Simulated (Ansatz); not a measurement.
Runs of Ansatz 0.2.0 on PbF2 (Fluorocronite). The structure is cubic, space group Fm-3m (No. 225). The conventional cell has a = 5.927 Å, b = 5.927 Å, c = 5.927 Å, α = 90.00°, β = 90.00°, γ = 90.00°. Pb (site symmetry m-3m) is surrounded by 8 F at 2.57 Å. F (site symmetry -43m) is surrounded by 4 Pb at 2.57 Å. 

| task | level | spin | k mesh | cutoff (eV) | share of exact exchange | points for each segment of the path | gap on the mesh (eV) | pressure (GPa) |
| --- | --- | --- | --- | --- | --- | --- | --- | --- |
| single point | PBE0 | off | 5 × 5 × 5 | 420 | 0.25 | - | 6.57 | 0.8 |
| single point | PBE0 form with a typed share of exact exchange | off | 5 × 5 × 5 | 420 | 0.1 | - | (c) | 1.9 |
| single point | PBE0 form with a typed share of exact exchange | off | 5 × 5 × 5 | 420 | 0.5 | - | 8.62 | -0.8 |
| single point | PBE0 form with a typed share of exact exchange | off | 5 × 5 × 5 | 420 | 0.15 | - | 5.76 | 1.5 |
| band structure | r2SCAN | off | 8 × 8 × 8 | 500 | - | 14 | 4.93 | -0.2 |
| band structure | r2SCAN | SOC, no magnetisation | 8 × 8 × 8 | 500 | - | 14 | (a) | -0.4 |
| single point | PBE0 form with a typed share of exact exchange | off | 5 × 5 × 5 | 420 | 0 | - | (b) | 2.7 |
| single point | PBE0 form with a typed share of exact exchange | off | 5 × 5 × 5 | 420 | 0.35 | - | (d) | 0.1 |

Alike in all rows: potentials or basis Ansatz PAW; cell as given; smearing fermi-dirac 0.05 eV.

**Question.** Fill in the values left out.

**Answer.** (a) 4.52; (b) 4.54; (c) 5.35; (d) 7.39.

Caveats: spin-orbit coupling is left out, which as a rule narrows the gap of such compounds by several tenths of an eV (some runs); the PAW data sets come from PBE, with cores solved anew for the run's functional, which leaves a small shift of forces and pressure (some runs); odd divisions of the mesh miss points on the zone boundary, where band edges often lie, so the gap on the mesh can be too wide (some runs); the thresholds are loose for stress (some runs); the PAW data sets were made with another functional, which shifts forces and pressure a little (some runs).

A k mesh can miss the band edges, and rows without SOC leave out spin-orbit coupling on Pb.
